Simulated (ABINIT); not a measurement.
# CdSe (F-43m) in ABINIT: equation of state with PBEsol

Aim: the equation of state of CdSe with PBEsol.

Everything below comes from runs of ABINIT 10.8.3 (patched build). Logs are shortened: lines on timing, memory, paths and dates and some standing lists are left out, and cuts for length are marked. The log counts tension as positive stress, the text compression.

### Step 1. Starting point

Symmetry: F-43m, No. 216, cubic system. Conventional cell: a = 6.141 Å, b = 6.141 Å, c = 6.141 Å, α = 90.00°, β = 90.00°, γ = 90.00°. Cd (site symmetry -43m) has 4 Se at 2.66 Å as nearest neighbours. Se (site symmetry -43m) is surrounded by 4 Cd at 2.66 Å.

Measurements of this composition are mostly on another form, of space group No. 186.

### Step 2. Equation of state, PBEsol

Input file run.abi:

```
# Datasets: one volume each
ndtset 7
getwfk -1
scalecart1 3*0.9795861087
scalecart2 3*0.9864848297
scalecart3 3*0.9932883884
scalecart4 3*1.0000000000
scalecart5 3*1.0066227096
scalecart6 3*1.0131594038
scalecart7 3*1.0196128224

# Pseudopotentials
pp_dirpath "./"
pseudos "Cd.GGA_PBE-JTH.xml, Se.GGA_PBE-JTH.xml"

# Structure
acell 4.3420191692 4.3420191692 4.3420191692 Angstrom
rprim
     0.0000000000     0.7071067812     0.7071067812
     0.7071067812     0.0000000000     0.7071067812
     0.7071067812     0.7071067812     0.0000000000
ntypat 2
znucl 48 34
natom 2
typat 1 2
xred
     0.0000000000     0.0000000000     0.0000000000
     0.2500000000     0.2500000000     0.2500000000

# Plane-wave basis
ecut 598.650497 eV
pawecutdg 44.0
pawxcdev 0

# k points
kptopt 1
ngkpt 8 8 8
nshiftk 1
shiftk 0.0 0.0 0.0

# Exchange and correlation
ixc -116133

# Bands and occupations
nband 13
occopt 3
tsmear 0.05 eV

# SCF cycle
nstep 100
tolvrs 1.0e-9

# Output
iomode 3
prtwf 1
prtden 0
prteig 0
prtebands 0
enunit 1
```

Potentials or basis: JTH PAW PBE v2.0.

Started as:

```sh
$ abinit run.abi > log 2>&1
```

run.abo:

```text
.Version 10.8.3 of ABINIT
 DATASET    1 : space group F-4 3 m (#216); Bravais cF (face-center cubic)
================================================================================
 Values of the parameters that define the memory need for DATASET  1.
     intxc =       0    ionmov =       0      iscf =      17    lmnmax =      18
     lnmax =       6     mgfft =      36  mpssoang =       3    mqgrid =    3001
     natom =       2  nloc_mem =       2    nspden =       1   nspinor =       1
    nsppol =       1      nsym =      24    n1xccc =       1    ntypat =       2
    occopt =       3   xclevel =       2
       mpw =        1832          nfft =       46656          nkpt =          29
 PAW method is used; the additional fine FFT grid is defined by:
   mgfftf=        50    nfftf =    125000
================================================================================
================================================================================
[... 71 lines left out ...]
 DATASET    7 : space group F-4 3 m (#216); Bravais cF (face-center cubic)
================================================================================
 Values of the parameters that define the memory need for DATASET  7.
     intxc =       0    ionmov =       0      iscf =      17    lmnmax =      18
     lnmax =       6     mgfft =      36  mpssoang =       3    mqgrid =    3001
     natom =       2  nloc_mem =       2    nspden =       1   nspinor =       1
    nsppol =       1      nsym =      24    n1xccc =       1    ntypat =       2
    occopt =       3   xclevel =       2
       mpw =        2051          nfft =       46656          nkpt =          29
 PAW method is used; the additional fine FFT grid is defined by:
   mgfftf=        50    nfftf =    125000
================================================================================
================================================================================

--------------------------------------------------------------------------------
------------- Echo of variables that govern the present computation ------------
--------------------------------------------------------------------------------
 -outvars: echo values of preprocessed input variables --------
            acell      8.2052270632E+00  8.2052270632E+00  8.2052270632E+00 Bohr
              amu      1.12411000E+02  7.89600000E+01
             ecut      2.20000000E+01 Hartree
           enunit           1
           getwfk          -1
              ixc     -116133
           jdtset        1    2    3    4    5    6    7
         kptrlatt        8    0    0      0    8    0      0    0    8
          kptrlen1     6.43018116E+01
          kptrlen2     6.47546562E+01
          kptrlen3     6.52012541E+01
          kptrlen4     6.56418165E+01
          kptrlen5     6.60765432E+01
          kptrlen6     6.65056237E+01
          kptrlen7     6.69292378E+01
            natom           2
[... 113 lines left out ...]
 getcut: wavevector=  0.0000  0.0000  0.0000  ngfft=  50  50  50
         ecut(hartree)=     44.000   => boxcut(ratio)=   2.08410

--- Pseudopotential description ------------------------------------------------
- pspini: atom type   1  psp file is ./Cd.GGA_PBE-JTH.xml
 Pseudopotential format is: paw10
 basis_size (lnmax)=  6 (lmn_size= 18), orbitals=   0   0   1   1   2   2
 Spheres core radius: rc_sph= 2.50233826
 Shapefunction is BESSEL type: shapef(r,l)=aa(1,l)*jl(q(1,l)*r)+aa(2,l)*jl(q(2,l)*r)
 Radius for shape functions =  2.31074885
 Compensation charge density is not taken into account in XC energy/potential

- pspini: atom type   2  psp file is ./Se.GGA_PBE-JTH.xml
 Pseudopotential format is: paw10
 basis_size (lnmax)=  4 (lmn_size=  8), orbitals=   0   0   1   1
 Spheres core radius: rc_sph= 2.21132333
 Shapefunction is BESSEL type: shapef(r,l)=aa(1,l)*jl(q(1,l)*r)+aa(2,l)*jl(q(2,l)*r)
 Radius for shape functions =  2.00656599
 Compensation charge density is not taken into account in XC energy/potential

   1.02651429E+03                                ecore*ucvol(ha*bohr**3)
--------------------------------------------------------------------------------

================================================================================

--- !BeginCycle
iteration_state: {dtset: 1, }
solver: {iscf: 17, nstep: 100, nline: 4, wfoptalg: 10, }
tolerances: {tolvrs: 1.00E-09, }
...
[... 1276 lines left out ...]
-Cartesian components of stress tensor (GPa)         [Pressure= -3.6619E+00 GPa]
- sigma(1 1)=  3.66186426E+00  sigma(3 2)=  0.00000000E+00
- sigma(2 2)=  3.66186426E+00  sigma(3 1)=  0.00000000E+00
- sigma(3 3)=  3.66186426E+00  sigma(2 1)=  0.00000000E+00

== END DATASET(S) ==============================================================
================================================================================

 -outvars: echo values of variables after computation  --------
            acell      8.2052270632E+00  8.2052270632E+00  8.2052270632E+00 Bohr
           etotal1    -5.7180809901E+01
           etotal2    -5.7181166034E+01
           etotal3    -5.7181214973E+01
           etotal4    -5.7180988858E+01
           etotal5    -5.7180519030E+01
           etotal6    -5.7179831531E+01
           etotal7    -5.7178952010E+01
            fcart1    -3.4051697715E-29  7.4025429815E-30  1.9246611752E-29
                       3.4051697715E-29 -7.4025429815E-30 -1.9246611752E-29
            fcart2    -0.0000000000E+00 -0.0000000000E+00 -0.0000000000E+00
                      -0.0000000000E+00 -0.0000000000E+00 -0.0000000000E+00
            fcart3    -2.9201703587E-30 -2.9201703587E-30  8.7605110762E-30
                       2.9201703587E-30  2.9201703587E-30 -8.7605110762E-30
            fcart4     3.6257141368E-31 -2.1754284821E-30 -3.6257141368E-31
                      -3.6257141368E-31  2.1754284821E-30  3.6257141368E-31
            fcart5    -1.0805580191E-30  3.6018600636E-31  3.6018600636E-31
                       1.0805580191E-30 -3.6018600636E-31 -3.6018600636E-31
[... 38 lines left out ...]
                       0.0000000000E+00  0.0000000000E+00  0.0000000000E+00
           xangst1     0.0000000000E+00  0.0000000000E+00  0.0000000000E+00
                       1.5037975081E+00  1.5037975081E+00  1.5037975081E+00
           xangst2     0.0000000000E+00  0.0000000000E+00  0.0000000000E+00
                       1.5143879803E+00  1.5143879803E+00  1.5143879803E+00
           xangst3     0.0000000000E+00  0.0000000000E+00  0.0000000000E+00
                       1.5248323654E+00  1.5248323654E+00  1.5248323654E+00
           xangst4     0.0000000000E+00  0.0000000000E+00  0.0000000000E+00
                       1.5351355993E+00  1.5351355993E+00  1.5351355993E+00
           xangst5     0.0000000000E+00  0.0000000000E+00  0.0000000000E+00
                       1.5453023566E+00  1.5453023566E+00  1.5453023566E+00
           xangst6     0.0000000000E+00  0.0000000000E+00  0.0000000000E+00
                       1.5553370686E+00  1.5553370686E+00  1.5553370686E+00
           xangst7     0.0000000000E+00  0.0000000000E+00  0.0000000000E+00
                       1.5652439412E+00  1.5652439412E+00  1.5652439412E+00
             xred      0.0000000000E+00  0.0000000000E+00  0.0000000000E+00
                       2.5000000000E-01  2.5000000000E-01  2.5000000000E-01
 Calculation completed.
```

It took 5.4 min on 1 thread of Intel Xeon Platinum 8488C (Sapphire Rapids), shared host; peak memory 0.17 GiB.

What came out:

- Equilibrium volume: 28.17 Å³/atom
- Bulk modulus: 52 GPa
- Pressure derivative of the bulk modulus: 4.7

Energy against volume, from the lowest point:
```csv
volume (Å³/atom),energy (meV/atom)
27.206,5.51
27.784,0.67
28.363,0.00
28.942,3.08
29.521,9.47
30.100,18.82
30.679,30.79
```

Caveat: pressures at fixed basis lie under the slope of the energies; the PAW data sets were made with another functional, which shifts forces and pressure a little.
